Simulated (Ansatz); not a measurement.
ZnS:

```xyz
2
Lattice="0.0000 2.7020 2.7020 2.7020 0.0000 2.7020 2.7020 2.7020 0.0000" Properties=species:S:1:pos:R:3 pbc="T T T"
Zn    4.0530    4.0530    4.0530
S     0.0000    0.0000    0.0000
```

Program: Ansatz 0.2.0. Alike in all runs: potentials or basis Ansatz PAW; no spin polarisation; cell as given; k mesh 9 × 9 × 9. Hardware: 2 threads of Intel(R) Xeon(R) Platinum 8488C (Sapphire Rapids), on a shared host.

**Question.** Order these runs on this cell by their wall time, lowest first.
A. task Born charges and dielectric tensor; level PBE; cutoff (eV) 420; smearing fixed
B. task single point; level PBE; cutoff (eV) 300; smearing fermi-dirac 0.05 eV
C. task band structure; level revPBE; cutoff (eV) 420; smearing fermi-dirac 0.05 eV; points for each segment of the path 14

**Answer.** B (0.96 s), C (2.1 s), A (18 s).

Caveats: the cutoff lies under the one recommended for these potentials (some runs).
